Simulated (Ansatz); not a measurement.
# Ni (Im-3m) in Ansatz: equation of state, part 2 of 2

Ansatz 0.2.0.

## (5) Single point, PBEsol, collinear spin, ferromagnetic start, 10.60 Å³/atom

File input.yaml:

```yaml
crystal:
  lattice:
    - [-1.38371547, 1.38371547, 1.38371547]
    - [1.38371547, -1.38371547, 1.38371547]
    - [1.38371547, 1.38371547, -1.38371547]
  atoms:
    - { symbol: Ni, position: [0.0, 0.0, 0.0], spin: 1.0 }
hamiltonian:
  xc: pbesol
  pseudopotentials: { kind: paw }
magnetization:
  spin_polarized: true
kpoints:
  mp_grid: { grid: [13, 13, 13] }
scf:
  occupations: { method: fermi_dirac, width: 0.05 }
output:
  forces: true
  stress: true
  eigenvalues: true
```

Launch:

```
> ansatz run input.yaml --threads 2 --pin off --max-ram 5632MiB --backend cpu --events-out ev --progress --plain --runs-dir out
```

It took 1.6 s on 2 threads of AMD EPYC 7R43 (Zen 3), shared host; peak memory 0.34 GiB.

It converged, with:

```yaml
Free_energy: -5804.8719 eV
Pressure: -2.4 GPa
Band_gap_on_the_k_mesh: none (metal or under the smearing width)
Net_moment: 0.59 μB per cell
Absolute_moment: 0.65 μB per cell
Site_moments: Ni +0.62 μB
```

Caveat: the PAW data sets come from PBE, with cores solved anew for the run's functional, which leaves a small shift of forces and pressure.

## (6) Single point, PBEsol, collinear spin, ferromagnetic start, 10.81 Å³/atom (volume scaled by 1.02)

Changes to input.yaml since step 5:

```diff
@@ -2,5 +2,5 @@
   lattice:
-    - [-1.38371547, 1.38371547, 1.38371547]
-    - [1.38371547, -1.38371547, 1.38371547]
-    - [1.38371547, 1.38371547, -1.38371547]
+    - [-1.3928794157, 1.3928794157, 1.3928794157]
+    - [1.3928794157, -1.3928794157, 1.3928794157]
+    - [1.3928794157, 1.3928794157, -1.3928794157]
   atoms:
```

Potentials or basis: Ansatz PAW.

Launch:

```
> ansatz run input.yaml --threads 2 --pin off --max-ram 5632MiB --backend cpu --events-out ev --progress --plain --runs-dir out
```

Wall time 1.5 s (2 threads of AMD EPYC 7R43 (Zen 3), shared host); peak memory 0.34 GiB.

Results (log left out):

```yaml
Free_energy: -5804.8660 eV
Pressure: -6.4 GPa
Band_gap_on_the_k_mesh: none (metal or under the smearing width)
Net_moment: 0.60 μB per cell
Absolute_moment: 0.66 μB per cell
Site_moments: Ni +0.63 μB
```

Caveat: the PAW data sets come from PBE, with cores solved anew for the run's functional, which leaves a small shift of forces and pressure.

## (7) Single point, PBEsol, collinear spin, ferromagnetic start, 11.02 Å³/atom (volume scaled by 1.04)

Changes to input.yaml since step 6:

```diff
@@ -2,5 +2,5 @@
   lattice:
-    - [-1.3928794157, 1.3928794157, 1.3928794157]
-    - [1.3928794157, -1.3928794157, 1.3928794157]
-    - [1.3928794157, 1.3928794157, -1.3928794157]
+    - [-1.4019243406, 1.4019243406, 1.4019243406]
+    - [1.4019243406, -1.4019243406, 1.4019243406]
+    - [1.4019243406, 1.4019243406, -1.4019243406]
   atoms:
```

Potentials or basis: Ansatz PAW.

Launch:

```
> ansatz run input.yaml --threads 2 --pin off --max-ram 5632MiB --backend cpu --events-out ev --progress --plain --runs-dir out
```

Standard output:

```text
Warning: RAYON_NUM_THREADS=2 ignored (pool sized by the plan → 2); use --threads N
Engine: ansatz 0.2.0, x86_64-unknown-linux-gnu
Pseudopotentials: kind: paw
Pseudopotential: Ni, paw, valence charge 18, recommended cutoff 420 eV (normal), Ni.paw.azcp
Functional definition: PBEsol
  exchange = pbesol_x
  correlation = pbesol_c
Crystal: 1 atoms, lattice volume = 11.021 Å³
Basis set: ecut = 420 eV, 201 PW (Γ), exchange–correlation on 36×36×36 points (8 copies of the dense FFT grid, shifted against one another)
Bands: 14, of which v1, the nominal top of the filled ones, is band 9 counted from 1 (8 counted from 0)
Symmetry: 48 space group operations
Space group: Im-3m (ITA 229), of the structure as read, at distance tolerance 2.2e-5 Å
Magnetic group: BNS 229.140 (UNI 1642), of the structure as read, at distance tolerance 2.2e-5 Å
k-points: 84 of 2197
Non-local potential: Ni, projectors of the file, l = 0: 3, l = 1: 2, l = 2: 3, l = 3: 1
PAW form: soft (Blöchl's): semilocal exchange-correlation on the pseudo side does not see the compensation charge
PAW frozen core: Ni, regenerated for the run's functional, and the local potential with it (the file was generated under x = pbe(κ = 0.804, μ = 0.2195149727645171), c = pbe(β = 0.06672455060314922))
PAW one-centre angular grid: Ni, 590 points (default); XC on 64 Gauss nodes
Initial density: superposition of atomic densities (chi_scale 0.1, normalization cell)
Starting moments: Σ|m| = 1 μB on 1 of 1 site
Initial wavefunctions: pseudopotential atomic-orbital guess
Functional: x = pbesol(κ = 0.804, μ = 0.12345679012345678), c = pbesol(β = 0.046)
SCF iter   1: F=—  HF=-5804.159326 eV  |F-HF|=—  |Δ(HF+E_count)|=         —  Δρ=6.57e-2 (↑6.57e-2 ↓4.47e-2)  dr2=7.89e-1  dr2_m=2.23e-2  M=0.778 μB ∫|m|=0.814 μB  β_m=0.30  ethr=3.10e-3  ⟨swp⟩=5.7  Hψ=12216  notcnv=0
Mixer restart at iter 1: flushing history
preconditioner: auto → none  [metal: Δε(μ)=0.008 eV  Ē_g=15.898 eV  σ=0.050 eV  W_gap=0.04  n_scr=0 (ndim 8)  ℏωp=35.4 eV  f_vac=0.000  D(μ)=2.80/eV (n_scr^D=54)]
SCF iter   2: F=—  HF=-5803.973767 eV  |F-HF|=—  |Δ(HF+E_count)|=   1.86e-1  Δρ=6.14e-2 (↑2.14e-2 ↓6.14e-2)  dr2=3.15e-1  dr2_m=6.22e-2  M=0.669 μB ∫|m|=0.716 μB  β_m=0.25  ethr=3.10e-3  ⟨swp⟩=2.6  Hψ=5090  notcnv=0  defer=65
SCF iter   3: F=—  HF=-5804.152028 eV  |F-HF|=—  |Δ(HF+E_count)|=   1.78e-1  Δρ=3.31e-2 (↑1.31e-2 ↓3.31e-2)  dr2=2.84e-2  dr2_m=4.64e-2  M=0.670 μB ∫|m|=0.718 μB  β_m=0.24  ethr=1.75e-3  ⟨swp⟩=2.6  Hψ=4027  notcnv=0  defer=65
SCF iter   4: F=—  HF=-5804.493530 eV  |F-HF|=—  |Δ(HF+E_count)|=   3.42e-1  Δρ=1.96e-2 (↑8.23e-3 ↓1.96e-2)  dr2=9.38e-3  dr2_m=1.68e-2  M=0.656 μB ∫|m|=0.709 μB  β_m=0.56  ethr=1.58e-4  ⟨swp⟩=2.3  Hψ=4221  notcnv=0  defer=69
SCF iter   5: F=—  HF=-5804.830528 eV  |F-HF|=—  |Δ(HF+E_count)|=   3.37e-1  Δρ=7.73e-3 (↑5.34e-3 ↓7.73e-3)  dr2=1.07e-2  dr2_m=2.42e-4  M=0.628 μB ∫|m|=0.688 μB  β_m=0.78  ethr=5.21e-5  ⟨swp⟩=2.2  Hψ=5267  notcnv=0  defer=73
SCF iter   6: F=—  HF=-5804.853844 eV  |F-HF|=—  |Δ(HF+E_count)|=   2.33e-2  Δρ=7.84e-3 (↑1.64e-3 ↓7.84e-3)  dr2=4.98e-3  dr2_m=1.29e-3  M=0.617 μB ∫|m|=0.677 μB  β_m=0.67  ethr=5.21e-5  ⟨swp⟩=2.1  Hψ=3922  notcnv=0  defer=74
SCF iter   7: F=—  HF=-5804.855191 eV  |F-HF|=—  |Δ(HF+E_count)|=   1.35e-3  Δρ=2.70e-3 (↑1.65e-3 ↓2.70e-3)  dr2=8.12e-5  dr2_m=4.74e-4  M=0.612 μB ∫|m|=0.673 μB  β_m=0.83  ethr=2.76e-5  ⟨swp⟩=2.2  Hψ=3710  notcnv=0  defer=77
SCF iter   8: F=—  HF=-5804.855143 eV  |F-HF|=—  |Δ(HF+E_count)|=   4.74e-5  Δρ=1.14e-3 (↑1.67e-4 ↓1.14e-3)  dr2=8.25e-5  dr2_m=3.60e-5  M=0.611 μB ∫|m|=0.672 μB  β_m=0.92  ethr=4.51e-7  ⟨swp⟩=1.2  Hψ=2811  notcnv=0  defer=77
SCF iter   9: F=—  HF=-5804.855167 eV  |F-HF|=—  |Δ(HF+E_count)|=   2.39e-5  Δρ=2.16e-4 (↑9.25e-5 ↓2.16e-4)  dr2=6.24e-6  dr2_m=3.98e-7  M=0.610 μB ∫|m|=0.671 μB  β_m=0.96  ethr=4.51e-7  ⟨swp⟩=1.8  Hψ=2809  notcnv=0  defer=77
SCF iter  10: F=—  HF=-5804.855168 eV  |F-HF|=—  |Δ(HF+E_count)|=   6.71e-7  Δρ=2.91e-5 (↑6.37e-6 ↓2.91e-5)  dr2=4.59e-8  dr2_m=2.79e-8  M=0.610 μB ∫|m|=0.671 μB  β_m=0.97  ethr=3.47e-8  ⟨swp⟩=2.2  Hψ=3069  notcnv=0  defer=77
SCF iter  11: F=—  HF=-5804.855168 eV  |F-HF|=—  |Δ(HF+E_count)|=   1.35e-8  Δρ=4.49e-6 (↑1.10e-6 ↓4.49e-6)  dr2=2.12e-9  dr2_m=3.35e-10  M=0.610 μB ∫|m|=0.671 μB  β_m=0.99  ethr=2.55e-10  ⟨swp⟩=2.2  Hψ=3359  notcnv=0  defer=77
SCF iter  12: F=-5804.855168 eV  HF=-5804.855168 eV  |F-HF|=1.02e-10  |Δ(HF+E_count)|=  1.82e-11  Δρ=8.90e-7 (↑4.75e-7 ↓8.90e-7)  dr2=1.28e-10  dr2_m=4.64e-12  M=0.610 μB ∫|m|=0.671 μB  ethr=1.18e-11  ⟨swp⟩=3.3  Hψ=7464  notcnv=0
SCF 1 converged in 12 iterations: F = -5804.855168 eV  dr2 = 1.28e-10
SCF converged after 12 iterations
Magnetization: 0.6103 μB (9.3052 up, 8.6948 down)
Absolute magnetization: 0.6711 μB (∫|ρ↑−ρ↓|, with the PAW one-centre terms)
Spin contamination: 0.0056 ħ² per cell (⟨S²⟩ above its minimum at these occupations)
Per-site moments (μB) at R_I (Å): [(0.6385513574831175, 1.0016342268432619)]
Free energy (F): -5804.855168 eV
Harris-Foulkes:  -5804.855168 eV  (|F-HF|=1.02e-10)
Internal energy: -5804.839489 eV  (E = F + TS)
E sigma→0 (E₀):  -5804.847329 eV
Entropy (-TS):   -0.015679 eV (-15.679 meV/atom)
Fermi energy:    17.564618 eV
--- Per-component energies (eV) ---
  E_band       = -289.828917
  E_kinetic    = 282.205793
  E_local      = -3458.186708  (includes V_loc(G=0)·N_el)
  E_nonlocal   = 637.220682
  E_hartree    = 1440.955490
  E_xc         = -84.171725
  E_vxc        = -108.921311  (∫ρ·V_xc dr)
  E_paw        = -1595.295852  (= ΣΔE_a)
  E_vpaw       = -524.057983  (= ΣTr[D̂ρ^β])
  E_aug_tail   = 0.000500  (compensation charges beyond the density's cutoff)
  E_ewald      = -3027.764957
  E_core_change = 0.197289  (= ΣΔE_core)
  E_smearing   = -0.015679  (= −TS)
  E_closure    = -0.000000  (closes the sum)
  Σ components = -5804.855168   (vs F -5804.855168, Δ=0.00e0)
--- Forces (eV/Å), atoms counted from 1 ---
  atom   1  Ni     0.00000000    -0.00000000    -0.00000000
  max |Σ_I F_I| component: 1.64e-31 eV/Å
--- Stress (GPa, compression-positive) ---
       -9.908993       0.000000      -0.000000
        0.000000      -9.908993      -0.000000
        0.000000       0.000000      -9.908993
  P = ⅓ Tr σ = -9.9090 GPa (-99.090 kbar)
--- Band table (eV; the first three rows and the last of 168) ---
  k-point 0 ↑: bands = ["-85.5441", "-45.9496", "-45.9496", "-45.9496", "8.6180", "15.2600", "15.2600", "15.2600", "16.6522", "16.6522", "43.6209", "43.6209", "43.6209", "48.2565"]
  k-point 1 ↑: bands = ["-85.5421", "-45.9622", "-45.9540", "-45.9496", "8.8603", "15.2053", "15.2558", "15.3698", "16.5978", "16.6566", "41.6901", "43.1193", "43.2610", "46.6893"]
  k-point 2 ↑: bands = ["-85.5365", "-45.9969", "-45.9661", "-45.9494", "9.5660", "15.0555", "15.2252", "15.6829", "16.4882", "16.6713", "37.9615", "41.5534", "42.5453", "44.0080"]
  k-point 83 ↓: bands = ["-84.6989", "-45.3492", "-45.3472", "-45.3472", "13.8158", "13.8287", "17.9652", "17.9652", "18.0276", "26.2765", "27.4044", "27.4044", "33.1825", "33.7891"]
```

Run time: 1.7 s. Hardware: 2 threads of AMD EPYC 7R43 (Zen 3), shared host; peak memory 0.34 GiB.

What came out:

```yaml
Free_energy: -5804.8552 eV
Pressure: -9.9 GPa
Band_gap_on_the_k_mesh: none (metal or under the smearing width)
Net_moment: 0.61 μB per cell
Absolute_moment: 0.67 μB per cell
Site_moments: Ni +0.64 μB
```

Caveat: the PAW data sets come from PBE, with cores solved anew for the run's functional, which leaves a small shift of forces and pressure.

## (8) Single point, PBEsol, collinear spin, ferromagnetic start, 11.23 Å³/atom (volume scaled by 1.06)

Changes to input.yaml since step 7:

```diff
@@ -2,5 +2,5 @@
   lattice:
-    - [-1.4019243406, 1.4019243406, 1.4019243406]
-    - [1.4019243406, -1.4019243406, 1.4019243406]
-    - [1.4019243406, 1.4019243406, -1.4019243406]
+    - [-1.4108540358, 1.4108540358, 1.4108540358]
+    - [1.4108540358, -1.4108540358, 1.4108540358]
+    - [1.4108540358, 1.4108540358, -1.4108540358]
   atoms:
```

Launch:

```
> ansatz run input.yaml --threads 2 --pin off --max-ram 5632MiB --backend cpu --events-out ev --progress --plain --runs-dir out
```

It took 1.7 s on 2 threads of AMD EPYC 7R43 (Zen 3), shared host; peak memory 0.31 GiB.

The run converged. Its results:

```
Free energy            : -5804.8399 eV
Pressure               : -13.0 GPa
Band gap on the k mesh : none (metal or under the smearing width)
Net moment             : 0.62 μB per cell
Absolute moment        : 0.68 μB per cell
Site moments           : Ni +0.65 μB
```

Caveat: the PAW data sets come from PBE, with cores solved anew for the run's functional, which leaves a small shift of forces and pressure.

## (9) Equation of state, PBEsol, collinear spin, ferromagnetic start

Potentials or basis: Ansatz PAW.

No new run: the results of the series are fitted here.

What came out:

```yaml
Equilibrium_volume: 10.48 Å³/atom
Bulk_modulus: 220 GPa
Pressure_derivative_of_the_bulk_modulus: 4.6
```

Energy against volume, from the lowest point:
```
volume (Å³/atom)  energy (meV/atom)
           9.962              18.63
          10.174               5.86
          10.385               0.00
          10.597               0.34
          10.809               6.23
          11.021              17.07
          11.233              32.29
```
